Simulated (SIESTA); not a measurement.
Crystal: SrO.

```
CELL_PARAMETERS angstrom
0.00000 2.56630 2.56630
2.56630 0.00000 2.56630
2.56630 2.56630 0.00000
ATOMIC_POSITIONS crystal
Sr 0.50000 0.50000 0.50000
O 0.00000 0.00000 0.00000
```

Base run:

```yaml
Program: SIESTA 5.4.2
Functional: vdW-DF-cx
Potentials_or_basis: PseudoDojo 0.4 standard (PBE files)
Basis: DZP (energy shift 0.003 Ry; two zetas on semicore shells; d shell added on Sr)
Grid_cutoff: 800 Ry
Energy_shift: 0.003 Ry
k_mesh: 9 × 9 × 9
Occupations: fermi-dirac, width 0.05 eV
Spin: no spin polarisation
```

Its results: band gap on the k mesh 3.28 eV, indirect (least direct gap 3.37 eV); pressure 1.0 GPa.

**Question.** The run is repeated on the same cell with these changes: functional from vdW-DF-cx to BLYP. What comes out?

**Answer.** Band gap on the k mesh 3.45 eV, indirect (least direct gap 3.54 eV); pressure 7.6 GPa.

Caveats: the potentials were made for another functional, which shifts forces and pressure; the basis of atomic orbitals isn't converged, which shifts pressures, moduli and gaps.

A k mesh can miss the band edges.
